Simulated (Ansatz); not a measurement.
Gd:

```xyz
1
Lattice="-2.0250 2.0250 2.0250 2.0250 -2.0250 2.0250 2.0250 2.0250 -2.0250" Properties=species:S:1:pos:R:3 pbc="T T T"
Gd    0.0000    0.0000    0.0000
```

This isn't the form of Gd at room conditions, which is hcp.

Base run:

| Property | Result |
| --- | --- |
| Program | Ansatz 0.2.0 |
| Functional | PBEsol |
| Potentials or basis | Ansatz PAW |
| Cutoff | 420 eV (not typed: the program's choice for these potentials) |
| k mesh | 8 × 8 × 8 |
| Occupations | fermi-dirac, width 0.05 eV |
| Spin | collinear spin, ferromagnetic start |
| Starting moments | [3.5] μB |
| Fixed moment | 3.5 μB |

Its results: pressure 1.7 GPa; site moments Gd +4.77 μB.

Problem. After a change of settings the same cell gave: pressure 7.9 GPa; site moments Gd +12.50 μB. Which change was it?
A. fixed moment from 3.5 μB to 1.8 μB; moments at the start from [3.5] to [1.8]
B. fixed moment from 3.5 μB to 7 μB; moments at the start from [3.5] to [7.0]
C. fixed moment from 3.5 μB to 14 μB; moments at the start from [3.5] to [14.0]
D. fixed moment from 3.5 μB to 5.2 μB; moments at the start from [3.5] to [5.2]

Solution. C.

Caveats: the total moment is fixed, so each spin has its own Fermi level; the PAW data sets come from PBE, with cores solved anew for the run's functional, which leaves a small shift of forces and pressure; the thresholds are loose for stress.
